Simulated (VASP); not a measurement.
# SiC (Moissanite 3C) (F-43m) in VASP: notebook, part 2 of 2

VASP 6.6.1.

**4. Single point, PBE**

INCAR

```
SYSTEM = SiC
PREC = Accurate
ENCUT = 520
EDIFF = 1E-7
ISMEAR = 0
SIGMA = 0.014
LREAL = .FALSE.
LASPH = .TRUE.
NELM = 100
ALGO = Fast
ISIF = 2
LWAVE = .FALSE.
LCHARG = .FALSE.
GGA = PE
NBANDS = 11
```

KPOINTS

```
regular mesh
0
G
  10 10 10
  0 0 0
```

POSCAR

```
SiC
1.0
    0.0000000000      2.1790000000      2.1790000000
    2.1790000000      0.0000000000      2.1790000000
    2.1790000000      2.1790000000      0.0000000000
Si C
1 1
Direct
    0.0000000000      0.0000000000      0.0000000000
    0.7500000000      0.7500000000      0.7500000000
```

Potentials or basis: VASP PAW PBE potentials, release 64 (Si, C).

Launch:

```bash
cat potpaw_PBE.64/Si/POTCAR potpaw_PBE.64/C/POTCAR > POTCAR
mpirun -np 1 vasp_std > vasp.out
```

OUTCAR:

```text
SYSTEM = SiC
   PREC = Accurate
   ENCUT = 520
   EDIFF = 1E-7
   ISMEAR = 0
   LREAL = .FALSE.
   LASPH = .TRUE.
   NELM = 100
   ISIF = 2
   GGA = PE

 ion  position               nearest neighbor table
   1  0.000  0.000  0.000-   2 1.89   2 1.89   2 1.89   2 1.89
   2  0.750  0.750  0.750-   1 1.89   1 1.89   1 1.89   1 1.89

  LATTYP: Found a face centered cubic cell.
 ALAT       =     4.3580000000

  Lattice vectors:

 A1 = (   0.0000000000,   2.1790000000,   2.1790000000)
[... 523 lines left out ...]

------------------------ aborting loop because EDIFF is reached ----------------------------------------

  FORCE on cell =-STRESS in cart. coord.  units (eV):
  Direction    XX          YY          ZZ          XY          YZ          ZX
  --------------------------------------------------------------------------------------
  -------------------------------------------------------------------------------------
  Total        0.4149826      0.4149826      0.4149826      0.0000000      0.0000000     -0.0000000
  in kB       32.1320757     32.1320757     32.1320757      0.0000000      0.0000000     -0.0000000
  external PRESSURE =      32.1320757 kB  Pullay stress =       0.0000000 kB

 VOLUME and BASIS-vectors are now :
 -----------------------------------------------------------------------------
  energy-cutoff  :      520.00
  volume of cell :       20.69
      direct lattice vectors                 reciprocal lattice vectors
     0.000000000  2.179000000  2.179000000    -0.229463056  0.229463056  0.229463056
     2.179000000  0.000000000  2.179000000     0.229463056 -0.229463056  0.229463056
     2.179000000  2.179000000  0.000000000     0.229463056  0.229463056 -0.229463056

 POSITION                                       TOTAL-FORCE (eV/Angst)
 -----------------------------------------------------------------------------------
      0.00000      0.00000      0.00000        -0.000000      0.000000      0.000000
      3.26850      3.26850      3.26850         0.000000     -0.000000     -0.000000
 -----------------------------------------------------------------------------------
    total drift:                               -0.000000     -0.000000     -0.000000

  FREE ENERGIE OF THE ION-ELECTRON SYSTEM (eV)
  ---------------------------------------------------
  free  energy   TOTEN  =       -15.0577194469 eV

  energy  without entropy=      -15.0577194469  energy(sigma->0) =      -15.05771945
```

OSZICAR:

```text
N       E                     dE             d eps       ncg     rms          rms(c)
DAV:   1     0.438314734660E+01    0.43831E+01   -0.38937E+03  1074   0.617E+02
DAV:   2    -0.162709008687E+02   -0.20654E+02   -0.19548E+02  1348   0.111E+02
DAV:   3    -0.169102831761E+02   -0.63938E+00   -0.63841E+00  1268   0.163E+01
DAV:   4    -0.169126958802E+02   -0.24127E-02   -0.24125E-02  1183   0.129E+00
DAV:   5    -0.169127068357E+02   -0.10955E-04   -0.10955E-04  1267   0.805E-02    0.881E+00
RMM:   6    -0.151106135899E+02    0.18021E+01   -0.18352E+00  1036   0.710E+00    0.355E+00
RMM:   7    -0.150672485370E+02    0.43365E-01   -0.35095E-01  1102   0.356E+00    0.187E+00
RMM:   8    -0.150634921895E+02    0.37563E-02   -0.38659E-02  1092   0.145E+00    0.482E-01
RMM:   9    -0.150577183641E+02    0.57738E-02   -0.48818E-03  1193   0.436E-01    0.132E-01
RMM:  10    -0.150577093008E+02    0.90633E-05   -0.14707E-03  1219   0.237E-01    0.549E-02
RMM:  11    -0.150577218041E+02   -0.12503E-04   -0.11162E-04  1143   0.861E-02    0.129E-02
RMM:  12    -0.150577191052E+02    0.26990E-05   -0.20467E-05  1211   0.324E-02    0.757E-03
RMM:  13    -0.150577194432E+02   -0.33806E-06   -0.27991E-06  1207   0.137E-02    0.334E-03
RMM:  14    -0.150577195465E+02   -0.10328E-06   -0.37113E-07  1179   0.503E-03    0.128E-03
RMM:  15    -0.150577194469E+02    0.99639E-07   -0.62705E-08   887   0.186E-03
   1 F= -.15057719E+02 E0= -.15057719E+02  d E =-.384745E-17
```

It took 10 s on 1 thread of AMD EPYC 7R13 (Zen 3), shared host; peak memory 0.1 GiB.

Results:

```yaml
Free_energy: -15.0577 eV
Pressure: 3.2 GPa
Band_gap_on_the_k_mesh: 1.36 eV, indirect (least direct gap 4.54 eV)
```

**5. Relaxation of cell and atoms, PBE0**

POSCAR is that of step 4.

INCAR.step1

```
PREC = Accurate
ENCUT = 600
EDIFF = 1E-5
ISMEAR = -1
SIGMA = 0.05
LREAL = False
LASPH = True
NELM = 100
ALGO = Normal
LWAVE = True
LCHARG = False
GGA = PE
```

INCAR.step2

```
PREC = Accurate
ENCUT = 600
EDIFF = 1E-6
ISMEAR = -1
SIGMA = 0.05
LREAL = False
LASPH = True
NELM = 100
ALGO = Normal
ISIF = 3
LWAVE = False
LCHARG = False
GGA = PE
LHFCALC = True
AEXX = 0.25
PRECFOCK = Fast
IBRION = 2
NSW = 40
EDIFFG = -0.02
ISTART = 1
```

KPOINTS

```
Automatic mesh
0
Gamma
  5 5 5
```

Potentials or basis: VASP PAW PBE potentials, release 64 (Si, C).

Launch:

```bash
cat potpaw_PBE.64/Si/POTCAR potpaw_PBE.64/C/POTCAR > POTCAR
cp INCAR.step1 INCAR
mpirun -np 1 vasp_std > vasp.out
cp INCAR.step2 INCAR
mpirun -np 1 vasp_std > vasp.out
```

OUTCAR:

```text
PREC = Accurate
   ENCUT = 600
   EDIFF = 1E-6
   ISMEAR = -1
   LREAL = False
   LASPH = True
   NELM = 100
   ISIF = 3
   GGA = PE
   LHFCALC = True
   AEXX = 0.25
   PRECFOCK = Fast
   IBRION = 2
   NSW = 40
   EDIFFG = -0.02
   ISTART = 1

 ion  position               nearest neighbor table
   1  0.000  0.000  0.000-   2 1.89   2 1.89   2 1.89   2 1.89
   2  0.750  0.750  0.750-   1 1.89   1 1.89   1 1.89   1 1.89

  LATTYP: Found a face centered cubic cell.
 ALAT       =     4.3580000000

  Lattice vectors:

 A1 = (   0.0000000000,   2.1790000000,   2.1790000000)
 A2 = (   2.1790000000,   0.0000000000,   2.1790000000)
 A3 = (   2.1790000000,   2.1790000000,   0.0000000000)

Analysis of symmetry for initial positions (statically):
=====================================================================
 Subroutine PRICEL returns:
 Original cell was already a primitive cell.

 Routine SETGRP: Setting up the symmetry group for a
 face centered cubic supercell.

 Subroutine GETGRP returns: Found 24 space group operations
 (whereof 24 operations were pure point group operations)
[... 149 lines left out ...]

 number of electron       8.0000000 magnetization

 Free energy of the ion-electron system (eV)
  ---------------------------------------------------
  ext. energy  EPLUGINS =         0.00000000
  ---------------------------------------------------
  free energy    TOTEN  =       -18.46753226 eV

  energy without entropy =      -18.46753226  energy(sigma->0) =      -18.46753226

------------------------ aborting loop because EDIFF is reached ----------------------------------------

  FORCE on cell =-STRESS in cart. coord.  units (eV):
  Direction    XX          YY          ZZ          XY          YZ          ZX
  --------------------------------------------------------------------------------------
  -------------------------------------------------------------------------------------
  Total       -0.2670979     -0.2670979     -0.2670979      0.0000000      0.0000000     -0.0000000
  in kB      -20.6813753    -20.6813753    -20.6813753      0.0000000      0.0000000     -0.0000000
  external PRESSURE =     -20.6813753 kB  Pullay stress =       0.0000000 kB
[... 59 lines left out ...]
--------------------------------------- Ionic step        3  -------------------------------------------

 number of electron       8.0000000 magnetization

 Free energy of the ion-electron system (eV)
  ---------------------------------------------------
  ext. energy  EPLUGINS =         0.00000000
  ---------------------------------------------------
  free energy    TOTEN  =       -18.46873558 eV

  energy without entropy =      -18.46873558  energy(sigma->0) =      -18.46873558

 E-fermi :   8.2111     XC(G=0):  -8.9771

 val. band max:        7.2004503704   @ k =   0.0000   0.0000   0.0000
 cond. band min:      10.7050455810   @ k =   0.4000   0.4000   0.0000
 fundamental gap:      3.5045952106
 Fermi energy:         8.2111062813

 k-point     1 :       0.0000    0.0000    0.0000
  band No.  band energies     occupation
      1      -9.8964      2.00000
      2       7.2004      2.00000
      3       7.2004      2.00000
      4       7.2005      2.00000
      5      15.6399      0.00000
      6      16.6300      0.00000
      7      16.6300      0.00000
      8      16.6300      0.00000
[... 126 lines left out ...]
  FREE ENERGIE OF THE ION-ELECTRON SYSTEM (eV)
  ---------------------------------------------------
  free  energy   TOTEN  =       -18.4687355773 eV

  energy  without entropy=      -18.4687355772  energy(sigma->0) =      -18.46873558

 reached required accuracy - stopping structural energy minimisation
```

OUTCAR.step1:

```text
PREC = Accurate
   ENCUT = 600
   EDIFF = 1E-5
   ISMEAR = -1
   LREAL = False
[... 315 lines left out ...]
      0.00000      0.00000      0.00000        -0.000000     -0.000000     -0.000000
      3.26850      3.26850      3.26850         0.000000      0.000000      0.000000
 -----------------------------------------------------------------------------------
    total drift:                                0.000000      0.000000      0.000000

  FREE ENERGIE OF THE ION-ELECTRON SYSTEM (eV)
  ---------------------------------------------------
  free  energy   TOTEN  =       -15.0239667406 eV

  energy  without entropy=      -15.0239667389  energy(sigma->0) =      -15.02396674
```

OSZICAR.step1:

```text
N       E                     dE             d eps       ncg     rms          rms(c)
DAV:   1     0.104391189561E+02    0.10439E+02   -0.49423E+03   160   0.990E+02
DAV:   2    -0.164787658078E+02   -0.26918E+02   -0.26438E+02   256   0.123E+02
DAV:   3    -0.168999934914E+02   -0.42123E+00   -0.42123E+00   184   0.200E+01
DAV:   4    -0.169013085797E+02   -0.13151E-02   -0.13151E-02   248   0.129E+00
DAV:   5    -0.169013093566E+02   -0.77696E-06   -0.77696E-06   184   0.183E-02    0.882E+00
DAV:   6    -0.150889405418E+02    0.18124E+01   -0.76100E+00   176   0.157E+01    0.387E+00
DAV:   7    -0.150313266906E+02    0.57614E-01   -0.35100E-01   232   0.419E+00    0.178E+00
DAV:   8    -0.150235324932E+02    0.77942E-02   -0.19250E-02   176   0.129E+00    0.157E-01
DAV:   9    -0.150238495776E+02   -0.31708E-03   -0.74429E-04   240   0.239E-01    0.106E-01
DAV:  10    -0.150239658050E+02   -0.11623E-03   -0.19940E-04   216   0.115E-01    0.206E-02
DAV:  11    -0.150239667406E+02   -0.93566E-06   -0.34720E-05   184   0.366E-02
   1 F= -.15023967E+02 E0= -.15023967E+02  d E =-.177629E-08
```

Wall time 1.9 min (1 thread of AMD EPYC 7R13 (Zen 3), shared host); peak memory 0.12 GiB.

What came out:

| Item | Value |
| --- | --- |
| Free energy | -18.4687 eV |
| Relaxed volume | 10.25 Å³/atom |
| Relaxed cell | a = 3.072 Å, b = 3.072 Å, c = 3.072 Å, α = 60.00°, β = 60.00°, γ = 60.00° |
| Space group after relaxing (to 0.05 Å) | F-43m (No. 216) |
| Energy gained by relaxing | 0.6 meV/atom |
| Ionic steps | 3 |
| Pressure after relaxing | 0.0 GPa |
| Band gap on the k mesh | 3.50 eV, indirect (least direct gap 6.80 eV) |

Step by step:
| step | energy change (eV) | largest force (eV/Å) | pressure (GPa) | volume (Å³) |
| --- | --- | --- | --- | --- |
| 1 | 0.0000 | 0.0000 | -2.07 | 20.69 |
| 2 | 0.0004 | 0.0000 | 2.45 | 20.29 |
| 3 | -0.0012 | 0.0000 | 0.01 | 20.51 |

Final structure:
```
CELL_PARAMETERS angstrom
0.00000 2.17251 2.17251
2.17251 0.00000 2.17251
2.17251 2.17251 0.00000
ATOMIC_POSITIONS crystal
Si 0.00000 0.00000 0.00000
C 0.75000 0.75000 0.75000
```

Caveat: the k mesh is coarse (spacing up to 0.50 Å⁻¹), so the values aren't converged, least of all with exact exchange; the PAW data sets were made with another functional, which shifts forces and pressure a little; an odd mesh through Γ misses points on the zone boundary, where band edges often lie.

**6. Single point, PBE**

INCAR

```
SYSTEM = SiC
PREC = Accurate ; ENCUT = 520
EDIFF = 1E-6 ; ISMEAR = 0
SIGMA = 0.024 ; LREAL = .False.
LASPH = .True. ; NELM = 60
ALGO = Normal ; ISIF = 2
LWAVE = .False. ; LCHARG = .False.
GGA = PE ; NBANDS = 11
```

KPOINTS

```
regular mesh
0
Gamma
  10 10 10
  0 0 0
```

POSCAR is that of step 5.

Potentials or basis: VASP PAW PBE potentials, release 64 (Si, C).

Launch:

```bash
cat potpaw_PBE.64/Si/POTCAR potpaw_PBE.64/C/POTCAR > POTCAR
mpirun -np 1 vasp_std > vasp.out
```

Run time: 5.1 s. Hardware: 1 thread of Intel Xeon Platinum 8559C (Emerald Rapids), shared host; peak memory 0.13 GiB.

Results (log left out):

- Free energy: -15.0577 eV
- Pressure: 3.2 GPa
- Band gap on the k mesh: 1.36 eV, indirect (least direct gap 4.54 eV)

Levels at points of the mesh, in eV from the valence-band top:
| k point | band 1 | band 2 | band 3 | band 4 | band 5 | band 6 | band 7 | band 8 | band 9 |
| --- | --- | --- | --- | --- | --- | --- | --- | --- | --- |
| (0.00, 0.00, 0.00) | -15.40 | 0.00 | 0.00 | 0.00 | 6.23 | 7.31 | 7.31 | 7.31 | 14.51 |
| (0.50, 0.00, 0.00) | -11.84 | -8.53 | -1.05 | -1.05 | 5.43 | 7.23 | 7.23 | 10.05 | 16.20 |
| (0.50, 0.50, 0.00) | -10.39 | -7.79 | -3.18 | -3.18 | 1.36 | 4.32 | 14.04 | 14.04 | 14.79 |

**7. For comparison**

An earlier run on the cell as given: functional PBE; potentials or basis VASP PAW PBE potentials, release 64 (Si, C); cutoff 520 eV; k mesh 10 × 10 × 10; occupations fermi-dirac, width 0.05 eV; no spin polarisation.

- Pressure: 3.2 GPa
- Band gap on the k mesh: 1.36 eV, indirect (least direct gap 4.54 eV)

**8. The runs side by side**

| task | level | spin | cell | k mesh | cutoff (eV) | smearing | grid for exact exchange (PRECFOCK) | exchange at q = 0 | mesh quality | gap on the mesh (eV) | pressure (GPa) |
| --- | --- | --- | --- | --- | --- | --- | --- | --- | --- | --- | --- |
| single point | MS2 | collinear, random start | as given | 10 × 10 × 10 | 520 | tetrahedron | - | - | not flagged | 1.67 | -0.9 |
| relaxation of the atoms | PBE | off | atoms relaxed from: volume scaled by 0.96 | 10 × 10 × 10 | 520 | gaussian 0.05 eV | - | - | not flagged | 1.32 | 13.1 |
| single point | PBE | off | as given | 10 × 10 × 10 | 520 | gaussian 0.014 eV | - | - | not flagged | 1.36 | 3.2 |
| relaxation of cell and atoms | PBE0 | off | relaxed | 5 × 5 × 5 | 600 | fermi-dirac 0.05 eV | Fast | default | coarse | 3.50 | 0.0 |
| single point | PBE | off | as given | 10 × 10 × 10 | 520 | gaussian 0.024 eV | - | - | not flagged | 1.36 | 3.2 |
| single point | PBE | off | as given | 10 × 10 × 10 | 520 | fermi-dirac 0.05 eV | - | - | not flagged | 1.36 | 3.2 |

Alike in all rows: potentials or basis VASP PAW PBE potentials, release 64 (Si, C).

Caveats: some runs use coarse meshes; the PAW data sets were made with another functional, which shifts forces and pressure a little (some runs); the relaxation stopped at its first step, so nothing moved (some runs); an odd mesh through Γ misses points on the zone boundary, where band edges often lie (some runs).

Absolute energies hang on the potentials; compare differences alone.

**9. Against experiment**

Step 2. Measured gap of SiC: 2.4 eV (indirect; quoted in “Insight into the structural, elastic and electronic properties of a new orthorhombic 6O-SiC polytype”, 2020, pmc:7200658). This calculation gives 1.67 eV (-0.73 eV). The value is that of MS2 on a finite k mesh, which can miss the band edges, without temperature or zero-point motion.

Step 4. Against the measured gap of SiC, 2.4 eV (indirect; quoted in “Insight into the structural, elastic and electronic properties of a new orthorhombic 6O-SiC polytype”, 2020, pmc:7200658), the calculated 1.36 eV is off by -1.04 eV. The value is that of PBE on a finite k mesh, which can miss the band edges, without temperature or zero-point motion. Semilocal functionals fall short of measured gaps as a rule.

Step 6. Against the measured gap of SiC, 2.4 eV (indirect; quoted in “Insight into the structural, elastic and electronic properties of a new orthorhombic 6O-SiC polytype”, 2020, pmc:7200658), the calculated 1.36 eV is off by -1.04 eV. The value is that of PBE on a finite k mesh, which can miss the band edges, without temperature or zero-point motion. Semilocal functionals fall short of measured gaps as a rule.
